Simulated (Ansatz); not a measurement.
## zincblende-structured HfC

Level of theory: DFT, r²SCAN, scalar-relativistic, no spin polarisation; plane waves to 500 eV with PAW datasets (Ansatz 0.2.0), Γ-centred 12×12×12 mesh, 0.05 eV Gaussian smearing. The datasets are Ansatz's generated set soft_2.

```yaml
crystal:
  lattice:
    - [0.00000, 2.51265, 2.51265]
    - [2.51265, 0.00000, 2.51265]
    - [2.51265, 2.51265, 0.00000]
  atoms:
    - { symbol: Hf, position: [0.00000, 0.00000, 0.00000] }
    - { symbol: C, position: [0.25000, 0.25000, 0.25000] }
```

The start was a prototype's sites filled with these elements, not a measured cell.

The cell above was scaled in volume, its shape and atoms being fixed by the lattice's symmetry. Energies are counted from the cell above.

Cell and atoms are those of this level's equilibrium.

```tsv
V (Å³/atom)	ΔE (meV/atom)	P from the stress (GPa)
15.229	14.43	7.37
15.546	3.64	3.59
15.863	0.00	0.14
16.181	2.88	-3.00
16.498	11.70	-5.87
16.974	34.94	-9.70
```

Problem. Do the energies and the pressures agree? Compare −ΔE/ΔV between neighbouring points (1 meV/Å³ = 0.1602 GPa) with the mean of their pressures.

Solution. 
```
interval (Å³/atom)  −ΔE/ΔV (GPa)  mean P (GPa)
    15.23 to 15.55           5.4           5.5
    15.55 to 15.86           1.8           1.9
    15.86 to 16.18          -1.5          -1.4
    16.18 to 16.50          -4.5          -4.4
    16.50 to 16.97          -7.8          -7.8
```
They differ by 0.04 GPa at most.

Problem. What do the two routes give for V0, B0 and B0′?

Solution. A third-order Birch–Murnaghan fit of the energies: V0 = 15.88 Å³/atom, B0 = 164 GPa, B0′ = 3.6. A polynomial of P in ln V, with B = −dP/d ln V at P = 0: V0 = 15.88 Å³/atom, B0 = 164 GPa, B0′ = 3.6.

B0·V0 = 163.9 GPa × 15.88 Å³ = 16.24 eV/atom sets the scale: near the minimum ΔE ≈ ½ B0 V0 x², with x = V/V0 − 1, and a pressure of 1.6 GPa squeezes the volume by about 1 %. At the ends of the curve: x = −4.1 % predicts 13.5 meV/atom and the run gives 14.4; x = +6.9 % predicts 38.8 meV/atom and the run gives 34.9. Compression costs more and expansion less than the parabola says, since the crystal stiffens as it shrinks; B0′ measures that.

 Spin–orbit coupling, which matters for such heavy elements, is left out.
